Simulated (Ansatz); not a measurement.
An Ansatz input (plane waves, PAW) for NaI that has something wrong with it:

```yaml
crystal:
  lattice:
    - [0.0, 3.2645370669, 3.2645370669]
    - [3.2645370669, 0.0, 3.2645370669]
    - [3.2645370669, 3.2645370669, 0.0]
  atoms:
    - { symbol: Na, position: [0.0, 0.0, 0.0] }
    - { symbol: I, position: [0.5, 0.5, 0.5] }
basis:
  ecutwfc: 420
  ecutrho_ratio: 4
kpoints:
  mp_grid: { grid: [10, 10, 10] }
hamiltonian:
  xc: gga
scf:
  occupations: { method: gaussian, width: 0.05 }
  max_iter: 75
output:
  forces: true
  stress: true
```

Launched as:
```sh
ansatz run input.yaml --threads 4 --pin off --max-ram 7168MiB --backend cpu --events-out ev --progress --plain --runs-dir out
```

What is wrong with it?

An unknown functional. Against the sound input: hamiltonian.xc: "pbe" → "gga" (the cap on iterations is only a precaution).

What the program printed:

```
Error: YAML parse error: error: line 15 column 7: hamiltonian.xc: unknown variant `gga`, expected one of `lda`, `lda-pw`, `pw92`, `pbe`, `pbesol`, `rpbe`, `revpbe`, `blyp`, `pbe0`, `revpbe0`, `b3lyp`, `b3lyp5`, `hse06`, `wpbeh`, `hiss`, `lc_wpbe`, `cam_b3lyp`, `hf`, `r2scan`, `r2scanh`, `r2scan0`, `r2scan50`, `mr2scan`
  --> <input>:15:7
   |
```

The input was refused before any iteration. Run time: 0.02 s on 4 threads of Arm Neoverse V2, on a shared host, peak memory 0.021 GiB. The run before the change (PBE, 420 eV, 10×10×10 mesh) gave:

| run | P (GPa) | gap on the mesh (eV) | cell moment (μB) | largest force component (eV/Å) |
| --- | --- | --- | --- | --- |
| sound | 0.0 | 3.58 | – | 0.000 |

The chain of runs began from a cell as deposited in COD, expanded in volume.

Of that run: Semilocal functionals underestimate band gaps, commonly by a third or more.
